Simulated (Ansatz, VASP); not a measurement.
# Two plane-wave programs on Si2Ge3

```xyz
5
Lattice="5.0961 0.0000 0.0000 0.0000 5.0961 0.0000 0.0000 0.0000 4.9848" Properties=species:S:1:pos:R:3 pbc="T T T"
Si    0.0000    0.0000    2.4924
Si    2.5480    2.5480    0.0000
Ge    0.0000    0.0000    0.0000
Ge    0.0000    2.5480    0.0000
Ge    2.5480    0.0000    0.0000
```

Alike in both runs: functional PBE; k mesh 6 × 6 × 4; occupations gaussian, width 0.1 eV; no spin polarisation.

Ansatz relaxed the structure, and its values are those at the end. VASP's run is a single point on that final structure, the one shown.

|  | VASP | Ansatz |
| --- | --- | --- |
| version | VASP 6.6.1 | Ansatz 0.2.0 |
| potentials or method | VASP PAW PBE potentials, release 64 (Si, Ge_d) | scalar-relativistic, plane waves, PAW |
| plane-wave cutoff (eV) | 520 | 420 |
| valence electrons in the cell | 50 | 50 |

|  | VASP | Ansatz | Ansatz less VASP |
| --- | --- | --- | --- |
| gap on the k mesh at the Fermi level (eV) | none | none | - |
| pressure (GPa) | 0.2 | 0.2 | +0.02 |

A gap of «none» marks a metal or a gap that the smearing closes. With one functional, cell and mesh, what is left measures potentials, basis and numerics.
